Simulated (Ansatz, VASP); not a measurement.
# PbF2 (Fluorocronite) in VASP and in Ansatz

```xyz
3
Lattice="0.0000 2.9499 2.9499 2.9499 0.0000 2.9499 2.9499 2.9499 0.0000" Properties=species:S:1:pos:R:3 pbc="T T T"
Pb    0.0000    0.0000    0.0000
F     1.4749    1.4749    1.4749
F     4.4248    4.4248    4.4248
```

Alike in both runs: functional PBEsol; k mesh 5 × 5 × 5; no spin polarisation.

Ansatz relaxed the structure, and its values are those at the end. VASP's run is a single point on that final structure, the one shown.

```csv
,VASP,Ansatz
version,VASP 6.6.1,Ansatz 0.2.0
potentials or method,"VASP PAW PBE potentials, release 64 (Pb_d, F)","plane waves, PAW"
plane-wave cutoff (eV),520,463
occupations,"gaussian, width 0.01 eV",fixed
valence electrons in the cell,28,28
```

VASP gave:

* pressure (GPa): -0.3

Problem. Estimate Ansatz's values.

Solution. Pressure (GPa): 0.0.

Caveats: the PAW data sets were made with another functional, which shifts forces and pressure a little (VASP). A k mesh can miss the band edges.
